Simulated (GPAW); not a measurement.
# InAs (F-43m) in GPAW: settings compared, part 2 of 2

GPAW 26.7.0. The steps go on from the part before.

### Step 3. Band structure, PBEsol, spin-orbit coupling, no magnetisation

File run.py:

```python
import numpy as np
from ase.dft.bandgap import bandgap
from ase.io import read, write
from ase.units import Bohr, GPa
from gpaw import GPAW, PW, setup_paths
from gpaw.elf import elf_from_dft_calculation
from gpaw.spinorbit import soc_eigenstates

setup_paths.insert(0, '.')

atoms = read('POSCAR')

calc = GPAW(mode=PW(600),
            xc='PBEsol',
            kpts={'size': (6, 6, 6), 'gamma': True},
            occupations={'name': 'fermi-dirac', 'width': 0.05},
            nbands=18,
            convergence={'density': 1e-05, 'energy': 1e-05},
            maxiter=150,
            txt='gpaw.txt')
atoms.calc = calc
energy = atoms.get_potential_energy()
forces = atoms.get_forces()
stress = atoms.get_stress()
calc.write('gs.gpw')
write('result.traj', atoms)
print(f'Energy: {energy:.6f} eV')
print('Forces (eV/A):')
print(forces.round(4))
print('Stress (GPa):', (stress / GPa).round(3))
print('Fermi level:', round(calc.get_fermi_level(), 4), 'eV')
print(f'Gap: {bandgap(calc)[0]:.4f} eV, direct: {bandgap(calc, direct=True)[0]:.4f} eV')

# fields on the real-space grid
write('density.cube', atoms, data=calc.get_pseudo_density() * Bohr**3)
write('potential.cube', atoms, data=calc.get_electrostatic_potential())
write('elf.cube', atoms, data=elf_from_dft_calculation(calc).data)

path = atoms.cell.bandpath('GXWKGLUWLK,UX', npoints=60, eps=1e-4)
bs_calc = calc.fixed_density(kpts=path, symmetry='off', nbands=30,
                             convergence={'bands': 'CBM+6.0', 'eigenstates': 1e-6}, txt='bands.txt')
bs = bs_calc.band_structure()
bs.write('bs.json')
print(f'Gap on the path: {bandgap(bs_calc)[0]:.4f} eV')

soc = soc_eigenstates(bs_calc, theta=0, phi=0)
np.savetxt('soc_bands.dat', soc.eigenvalues(), fmt='%.4f')
mesh = soc_eigenstates('gs.gpw', theta=0, phi=0)
np.savetxt('soc_mesh.dat', mesh.eigenvalues(), fmt='%.4f')
print('Fermi level with spin-orbit coupling:', round(mesh.fermi_level, 4), 'eV')
```

File POSCAR:

```
InAs
1.0
    0.0000000000      3.0180000000      3.0180000000
    3.0180000000      0.0000000000      3.0180000000
    3.0180000000      3.0180000000      0.0000000000
In As
1 1
Direct
    0.0000000000      0.0000000000      0.0000000000
    0.7500000000      0.7500000000      0.7500000000
```

Potentials or basis: PAW data sets generated in the run's folder for this functional, pw.

Command:

```bash
> gpaw-setup -f PBEsol As In
> OMP_NUM_THREADS=1 python run.py
```

gpaw.txt:

```text
__  _  _
 | _ |_)|_||  |
 |__||  | ||/\| - 26.7.0

Input parameters:
  mode=PW(ecut=600.0),
  convergence={'density': 1e-05, 'energy': 1e-05},
  kpts=MonkhorstPack(size=(6, 6, 6), gamma=True),
  maxiter=150,
  nbands=18,
  occupations=Occupations(name='fermi-dirac', width=0.05),
  xc=XC(name='PBEsol')

Diagonalizing LCAO Hamiltonian
Converting LCAO to pw mode

                     As

       In

Atoms  # Å, Bohr magnetons
|   | symbol |        x |        y |        z |    initial magnetic moments |
|---|--------|----------|----------|----------|-----------------------------|
| 0 |     In | 0.000000 | 0.000000 | 0.000000 | ( 0.0000,  0.0000,  0.0000) |
| 1 |     As | 4.527000 | 4.527000 | 4.527000 | ( 0.0000,  0.0000,  0.0000) |

Unit cell  # Å
| periodic |        x |        y |        z |  lengths |    angles |
|----------|----------|----------|----------|----------|-----------|
|      yes | 0.000000 | 3.018000 | 3.018000 | 4.268097 | 60.000000 |
|      yes | 3.018000 | 0.000000 | 3.018000 | 4.268097 | 60.000000 |
|      yes | 3.018000 | 3.018000 | 0.000000 | 4.268097 | 60.000000 |

Number of symmetries: 24
Symmetry operations  # r_c * U_cc + t_c -> r_c
|    | kind |            matrix            |
|----|------|------------------------------|
|  0 |  E   |  1, 0, 0,  0, 1, 0,  0, 0, 1 |
|  1 |  σ   |  1, 0, 0,  0, 0, 1,  0, 1, 0 |
|  2 |  σ   |  1, 0,-1,  0, 1,-1,  0, 0,-1 |
|  3 |  C3  |  1, 0,-1,  0, 0,-1,  0, 1,-1 |
|  4 |  C3  |  1,-1, 0,  0,-1, 1,  0,-1, 0 |
|  5 |  σ   |  1,-1, 0,  0,-1, 0,  0,-1, 1 |
|  6 |  σ   |  0, 1, 0,  1, 0, 0,  0, 0, 1 |
|  7 |  C3  |  0, 1, 0,  0, 0, 1,  1, 0, 0 |
|  8 |  C2  |  0, 1,-1,  1, 0,-1,  0, 0,-1 |
|  9 |  S4  |  0, 1,-1,  0, 0,-1,  1, 0,-1 |
| 10 |  C3  |  0, 0, 1,  1, 0, 0,  0, 1, 0 |
| 11 |  σ   |  0, 0, 1,  0, 1, 0,  1, 0, 0 |
| 12 |  S4  |  0, 0,-1,  1, 0,-1,  0, 1,-1 |
| 13 |  C3  |  0, 0,-1,  0, 1,-1,  1, 0,-1 |
| 14 |  S4  |  0,-1, 1,  1,-1, 0,  0,-1, 0 |
| 15 |  C2  |  0,-1, 1,  0,-1, 0,  1,-1, 0 |
| 16 |  C3  |  0,-1, 0,  1,-1, 0,  0,-1, 1 |
| 17 |  S4  |  0,-1, 0,  0,-1, 1,  1,-1, 0 |
| 18 |  S4  | -1, 1, 0, -1, 0, 1, -1, 0, 0 |
| 19 |  C3  | -1, 1, 0, -1, 0, 0, -1, 0, 1 |
| 20 |  C3  | -1, 0, 1, -1, 1, 0, -1, 0, 0 |
| 21 |  S4  | -1, 0, 1, -1, 0, 0, -1, 1, 0 |
| 22 |  σ   | -1, 0, 0, -1, 1, 0, -1, 0, 1 |
| 23 |  C2  | -1, 0, 0, -1, 0, 1, -1, 1, 0 |

BZ-sampling:
  Number of BZ points: 216
  Number of IBZ points: 16

  Monkhorst-Pack size: [6, 6, 6]
  Monkhorst-Pack shift: [0.08333333333333333, 0.08333333333333333, 0.08333333333333333]

K-points  # in reciprocal-cell coordinates
|     |                                coordinates |     weight |
[... 76 lines left out ...]
    projectors
    | kind |    occ | energy [eV] | rcut [Å] |
    |------|--------|-------------|----------|
    |   4s |  2.000 |     -14.495 |    1.058 |
    |   4p |  3.000 |      -5.197 |    1.058 |
    |    s |        |      12.716 |    1.058 |
    |    p |        |      22.014 |    1.058 |
    |    d |        |       0.000 |    1.058 |

    Using partial waves for As as LCAO basis

Reference energy: -221362.052302  # eV

eigensolver:
  PPCG
  Converge bands: occupied
  niter=2

density mixing:
  MSR1-Mixer
  Pratt-step length: 0.05
  Maximum mixing coefficient: 0.75
  Old densities: 10
  SVD Regularization: 0.005
  Good broyden scale: 1.0
  Trust region scale: 1.0
  Backstep threshold: 4.0
  History deletion threshold: 6.0
  Fourier metric: weight=20.0, sigma=0.015

occupation numbers:
  Fermi-Dirac:
    width: 0.0500  # eV

poisson solver:
  ecut: 4800.0  # eV

xc functional:
  name: PBEsol with 2 nearest neighbor stencil

convergence criteria:
- Maximum integral of absolute [dens]ity change: 1e-05 electrons / valence electron
- Maximum [total energy] change in last 3 cyles: 1e-05 eV / valence electron
- Maximum integral of absolute [eigenst]ate change: 4e-08 eV^2 / valence electron
maximum number of iterations: 150

SCF iterations
|iter     | |      energy | eigst |  dens |
|---------|-|-------------|-------|-------|
|iter:   1| |   -8.927831 | -0.34 |       |
|iter:   2| |   -8.883294 | -2.37 | -1.19 |
|iter:   3| |   -8.701552 | -1.99 | -1.23 |
|iter:   4| |   -8.700113 | -3.40 | -1.82 |
|iter:   5| |   -8.699958 | -4.23 | -2.37 |
|iter:   6| |   -8.699981c| -5.71 | -3.15 |
|iter:   7| |   -8.699983c| -6.62 | -3.62 |
|iter:   8| |   -8.699983c| -8.30c| -4.65 |
|iter:   9| |   -8.699983c| -8.53c| -5.34c|

Converged in 9 steps
Energy contributions relative to reference atoms: (reference = -221362.052302)

Energy contributions:
  Kinetic:          24.461683
  Coulomb:         -22.545509
  Zero:              0.130752
  External:          0.000000
  Xc:              -10.746441
  Entropy:          -0.000937
  Spinorbit:         0.000000
  ----------------------------
  Free energy:      -8.700452
  Extrapolated:     -8.699983

dipole moment: (-17.155241, -17.155241, -17.155241)  # |e|*Ang

Fermi level: 4.811
Eigenvalues  # (at kpt = [0.000, 0.000, 0.000])
| band index |      eig [eV] | occ [0-2] |
|------------|---------------|-----------|
|          0 |        -9.496 |     2.000 |
|        ... |               |           |
|          2 |        -9.496 |     2.000 |
|          3 |        -9.365 |     2.000 |
|          4 |        -9.365 |     2.000 |
|          5 |        -7.150 |     2.000 |
|          6 |         4.521 |     1.994 |
|          7 |         4.775 |     1.344 |
[... 8 lines left out ...]
|         16 |        15.144 |     0.000 |
|         17 |        15.144 |     0.000 |

No gap
No difference between direct/indirect transitions

Forces  # eV/Ang
|        x |        y |        z |
|----------|----------|----------|
|  0.00000 | -0.00000 | -0.00000 |  # In   0
| -0.00000 |  0.00000 |  0.00000 |  # As   1

Stress tensor  # eV/Ang^3
|         x |         y |         z |
|-----------|-----------|-----------|
| -0.008569 |  0.000000 |  0.000000 |
|  0.000000 | -0.008569 |  0.000000 |
|  0.000000 |  0.000000 | -0.008569 |

# Writing to gs.gpw (mode='')
```

bands.txt:

```text
Diagonalizing LCAO Hamiltonian
Converting LCAO to pw mode
convergence criteria:
- Maximum integral of absolute [eigenst]ate change: 1e-06 eV^2 / valence electron
maximum number of iterations: 150

SCF iterations
|iter     | |      energy | eigst |  dens |
|---------|-|-------------|-------|-------|
|iter:   1| |             | +0.31 |       |
[... 65 lines left out ...]
         [0.41071429, 0.41071429, 0.67857143],
         [0.39285714, 0.39285714, 0.71428571],
         [0.375     , 0.375     , 0.75      ],
         [0.625     , 0.25      , 0.625     ],
         [0.59375   , 0.1875    , 0.59375   ],
         [0.5625    , 0.125     , 0.5625    ],
         [0.53125   , 0.0625    , 0.53125   ],
         [0.5       , 0.        , 0.5       ]])),
  maxiter=150,
  nbands=30,
  occupations=Occupations(name='fermi-dirac', width=0.05),
  symmetry=Symmetry(point_group=False, time_reversal=False),
  xc=XC(name='PBEsol')
```

Wall time 39 s (1 thread of Arm Neoverse V1, shared host); peak memory 0.27 GiB.

What came out:

| Quantity | Value |
| --- | --- |
| Free energy | -8.7005 eV |
| Pressure | 1.4 GPa |
| Band gap along the path | none (metal or under the smearing width) |

Levels at the corners of the path, in eV from the Fermi level:
```csv
point,band 16,band 17,band 18,band 19,band 20,band 21
Γ,-0.37,0.00,0.00,0.00,0.00,3.37
X,-2.51,-2.50,-2.50,1.30,1.30,1.87
W,-3.15,-3.09,-3.00,3.96,4.09,4.14
K,-3.47,-2.12,-2.12,1.89,1.89,4.07
Γ,-0.37,0.00,0.00,0.00,0.00,3.37
L,-1.27,-1.01,-1.01,0.76,0.76,4.39
U,-3.47,-2.12,-2.12,1.89,1.89,4.07
W,-3.15,-3.09,-3.00,3.96,4.09,4.14
L,-1.27,-1.01,-1.01,0.76,0.76,4.39
K,-3.47,-2.12,-2.12,1.89,1.89,4.07
U,-3.47,-2.12,-2.12,1.89,1.89,4.07
X,-2.51,-2.50,-2.50,1.30,1.30,1.87
```

Caveat: spin-orbit coupling was added after a scalar SCF, so levels and gaps hold it while energy, forces, pressure and moments don't; this program's spin-orbit splittings come out too wide for heavy elements; this crystal is a semiconductor, whose small gap the functional closes, so the metal is an error of the method.

### Step 4. Band structure, RPBE

Edit run.py of step 3 so:

```diff
@@ -1,2 +1 @@
-import numpy as np
 from ase.dft.bandgap import bandgap
@@ -4,7 +3,4 @@
 from ase.units import Bohr, GPa
-from gpaw import GPAW, PW, setup_paths
+from gpaw import GPAW, PW
 from gpaw.elf import elf_from_dft_calculation
-from gpaw.spinorbit import soc_eigenstates
-
-setup_paths.insert(0, '.')
 
@@ -13,4 +9,4 @@
 calc = GPAW(mode=PW(600),
-            xc='PBEsol',
-            kpts={'size': (6, 6, 6), 'gamma': True},
+            xc='RPBE',
+            kpts={'size': (8, 8, 8), 'gamma': True},
             occupations={'name': 'fermi-dirac', 'width': 0.05},
@@ -44,7 +40 @@
 print(f'Gap on the path: {bandgap(bs_calc)[0]:.4f} eV')
-
-soc = soc_eigenstates(bs_calc, theta=0, phi=0)
-np.savetxt('soc_bands.dat', soc.eigenvalues(), fmt='%.4f')
-mesh = soc_eigenstates('gs.gpw', theta=0, phi=0)
-np.savetxt('soc_mesh.dat', mesh.eigenvalues(), fmt='%.4f')
-print('Fermi level with spin-orbit coupling:', round(mesh.fermi_level, 4), 'eV')
```

POSCAR is that of step 3.

Potentials or basis: the program's PAW data sets (release 1.2.1) made for this functional, pw.

Command:

```bash
> OMP_NUM_THREADS=1 python run.py
```

gpaw.txt:

```text
__  _  _
 | _ |_)|_||  |
 |__||  | ||/\| - 26.7.0

Input parameters:
  mode=PW(ecut=600.0),
  convergence={'density': 1e-05, 'energy': 1e-05},
  kpts=MonkhorstPack(size=(8, 8, 8), gamma=True),
  maxiter=150,
  nbands=18,
  occupations=Occupations(name='fermi-dirac', width=0.05),
  xc=XC(name='RPBE')

Diagonalizing LCAO Hamiltonian
Converting LCAO to pw mode

                     As

       In

Atoms  # Å, Bohr magnetons
|   | symbol |        x |        y |        z |    initial magnetic moments |
|---|--------|----------|----------|----------|-----------------------------|
| 0 |     In | 0.000000 | 0.000000 | 0.000000 | ( 0.0000,  0.0000,  0.0000) |
| 1 |     As | 4.527000 | 4.527000 | 4.527000 | ( 0.0000,  0.0000,  0.0000) |

Unit cell  # Å
| periodic |        x |        y |        z |  lengths |    angles |
|----------|----------|----------|----------|----------|-----------|
|      yes | 0.000000 | 3.018000 | 3.018000 | 4.268097 | 60.000000 |
|      yes | 3.018000 | 0.000000 | 3.018000 | 4.268097 | 60.000000 |
|      yes | 3.018000 | 3.018000 | 0.000000 | 4.268097 | 60.000000 |

Number of symmetries: 24
Symmetry operations  # r_c * U_cc + t_c -> r_c
|    | kind |            matrix            |
|----|------|------------------------------|
|  0 |  E   |  1, 0, 0,  0, 1, 0,  0, 0, 1 |
|  1 |  σ   |  1, 0, 0,  0, 0, 1,  0, 1, 0 |
|  2 |  σ   |  1, 0,-1,  0, 1,-1,  0, 0,-1 |
|  3 |  C3  |  1, 0,-1,  0, 0,-1,  0, 1,-1 |
|  4 |  C3  |  1,-1, 0,  0,-1, 1,  0,-1, 0 |
|  5 |  σ   |  1,-1, 0,  0,-1, 0,  0,-1, 1 |
|  6 |  σ   |  0, 1, 0,  1, 0, 0,  0, 0, 1 |
|  7 |  C3  |  0, 1, 0,  0, 0, 1,  1, 0, 0 |
[... 144 lines left out ...]
- Maximum [total energy] change in last 3 cyles: 1e-05 eV / valence electron
- Maximum integral of absolute [eigenst]ate change: 4e-08 eV^2 / valence electron
maximum number of iterations: 150

SCF iterations
|iter     | |      energy | eigst |  dens |
|---------|-|-------------|-------|-------|
|iter:   1| |   -7.382495 | -0.35 |       |
|iter:   2| |   -7.338865 | -2.34 | -1.16 |
|iter:   3| |   -7.183230 | -1.89 | -1.20 |
|iter:   4| |   -7.187554 | -3.21 | -1.79 |
|iter:   5| |   -7.188261 | -3.99 | -2.29 |
|iter:   6| |   -7.188326 | -5.44 | -3.05 |
|iter:   7| |   -7.188336c| -6.36 | -3.47 |
|iter:   8| |   -7.188336c| -7.73c| -4.44 |
|iter:   9| |   -7.188336c| -7.53c| -4.96 |
|iter:  10| |   -7.188336c| -8.58c| -5.71c|

Converged in 10 steps
Energy contributions relative to reference atoms: (reference = -221493.392691)

Energy contributions:
  Kinetic:          28.668440
  Coulomb:         -26.114779
  Zero:              0.144972
  External:          0.000000
  Xc:               -9.886687
  Entropy:          -0.000565
  Spinorbit:         0.000000
  ----------------------------
  Free energy:      -7.188619
  Extrapolated:     -7.188336

dipole moment: (-17.078619, -17.078619, -17.078619)  # |e|*Ang

Fermi level: 5.071
Eigenvalues  # (at kpt = [0.000, 0.000, 0.000])
| band index |      eig [eV] | occ [0-2] |
|------------|---------------|-----------|
|          0 |        -9.325 |     2.000 |
|        ... |               |           |
|          2 |        -9.325 |     2.000 |
|          3 |        -9.198 |     2.000 |
|          4 |        -9.198 |     2.000 |
|          5 |        -6.838 |     2.000 |
|          6 |         4.983 |     1.706 |
|          7 |         5.013 |     1.519 |
[... 8 lines left out ...]
|         16 |        15.627 |     0.000 |
|         17 |        15.627 |     0.000 |

No gap
No difference between direct/indirect transitions

Forces  # eV/Ang
|       x |        y |        z |
|---------|----------|----------|
| 0.00000 |  0.00000 | -0.00000 |  # In   0
| 0.00000 | -0.00000 | -0.00000 |  # As   1

Stress tensor  # eV/Ang^3
|         x |         y |         z |
|-----------|-----------|-----------|
| -0.036291 |  0.000000 |  0.000000 |
|  0.000000 | -0.036291 |  0.000000 |
|  0.000000 |  0.000000 | -0.036291 |

# Writing to gs.gpw (mode='')
```

bands.txt:

```text
Diagonalizing LCAO Hamiltonian
Converting LCAO to pw mode
convergence criteria:
- Maximum integral of absolute [eigenst]ate change: 1e-06 eV^2 / valence electron
maximum number of iterations: 150

SCF iterations
|iter     | |      energy | eigst |  dens |
|---------|-|-------------|-------|-------|
|iter:   1| |             | +0.24 |       |
[... 65 lines left out ...]
         [0.41071429, 0.41071429, 0.67857143],
         [0.39285714, 0.39285714, 0.71428571],
         [0.375     , 0.375     , 0.75      ],
         [0.625     , 0.25      , 0.625     ],
         [0.59375   , 0.1875    , 0.59375   ],
         [0.5625    , 0.125     , 0.5625    ],
         [0.53125   , 0.0625    , 0.53125   ],
         [0.5       , 0.        , 0.5       ]])),
  maxiter=150,
  nbands=30,
  occupations=Occupations(name='fermi-dirac', width=0.05),
  symmetry=Symmetry(point_group=False, time_reversal=False),
  xc=XC(name='RPBE')
```

Run time: 42 s. Hardware: 1 thread of Arm Neoverse V1, shared host; peak memory 0.26 GiB.

What came out:

```yaml
Free_energy: -7.1886 eV
Pressure: 5.8 GPa
Band_gap_along_the_path: none (metal or under the smearing width)
```

Levels at the corners of the path, in eV from the Fermi level:
| point | band 6 | band 7 | band 8 | band 9 | band 10 | band 11 | band 12 | band 13 |
| --- | --- | --- | --- | --- | --- | --- | --- | --- |
| Γ | -11.91 | -0.09 | -0.06 | -0.06 | -0.06 | 3.88 | 3.88 | 3.88 |
| X | -9.87 | -5.87 | -2.40 | -2.40 | 1.60 | 2.10 | 9.31 | 9.32 |
| W | -9.82 | -5.73 | -3.01 | -2.93 | 4.22 | 4.33 | 5.03 | 6.14 |
| K | -9.89 | -5.74 | -3.33 | -2.02 | 2.15 | 4.30 | 7.37 | 7.42 |
| Γ | -11.91 | -0.09 | -0.06 | -0.06 | -0.06 | 3.88 | 3.88 | 3.88 |
| L | -10.42 | -5.80 | -1.06 | -1.06 | 1.02 | 4.66 | 4.66 | 6.99 |
| U | -9.89 | -5.74 | -3.33 | -2.02 | 2.15 | 4.30 | 7.37 | 7.42 |
| W | -9.82 | -5.73 | -3.01 | -2.93 | 4.22 | 4.33 | 5.03 | 6.14 |
| L | -10.42 | -5.80 | -1.06 | -1.06 | 1.02 | 4.66 | 4.66 | 6.99 |
| K | -9.89 | -5.74 | -3.33 | -2.02 | 2.15 | 4.30 | 7.37 | 7.42 |
| U | -9.89 | -5.74 | -3.33 | -2.02 | 2.15 | 4.30 | 7.37 | 7.42 |
| X | -9.87 | -5.87 | -2.40 | -2.40 | 1.60 | 2.10 | 9.31 | 9.32 |

Caveat: spin-orbit coupling is left out, which moves the levels of the heavy elements; this crystal is a semiconductor, whose small gap the functional closes, so the metal is an error of the method.

### Step 5. Summary

```tsv
level	potentials or basis	spin	k mesh	band points	spin axis theta (degrees)	spin axis phi (degrees)	soc after scf	pressure (GPa)
PBEsol	PAW data sets generated in the run's folder for this functional, pw	off	8 × 8 × 8	80	-	-	-	1.3
PBEsol	PAW data sets generated in the run's folder for this functional, pw	SOC, no magnetisation	6 × 6 × 6	60	0	0	second variation	1.4
RPBE	the program's PAW data sets (release 1.2.1) made for this functional, pw	off	8 × 8 × 8	60	-	-	-	5.8
```

Alike in all rows: task band structure; cell as given; cutoff (eV) 600; smearing fermi-dirac 0.05 eV.

Caveats: this crystal is a semiconductor, whose small gap the functional closes, so the metal is an error of the method; spin-orbit coupling is left out, which moves the levels of the heavy elements (some runs); spin-orbit coupling was added after a scalar SCF, so levels and gaps hold it while energy, forces, pressure and moments don't (some runs); this program's spin-orbit splittings come out too wide for heavy elements (some runs).

Total energies depend on the potentials used, so only differences within one code and one set of settings carry meaning.

### Step 6. How close it comes

Step 2. A measured gap of InAs is 0.418 eV (direct; 4.2 K; a printed reference work, data compilation); the calculated 0.00 eV misses it by -0.42 eV. Spin-orbit coupling on As, In is left out. The value is that of PBEsol, without temperature or zero-point motion. Semilocal functionals fall short of measured gaps as a rule.

Step 3. Measured gap of InAs: 0.418 eV (direct; 4.2 K; a printed reference work, data compilation). This calculation gives 0.00 eV (-0.42 eV). The value is that of PBEsol, without temperature or zero-point motion. Semilocal functionals fall short of measured gaps as a rule.

Step 4. Measured gap of InAs: 0.418 eV (direct; 4.2 K; a printed reference work, data compilation). This calculation gives 0.00 eV (-0.42 eV). Spin-orbit coupling on As, In is left out. The value is that of RPBE, without temperature or zero-point motion. Semilocal functionals fall short of measured gaps as a rule.
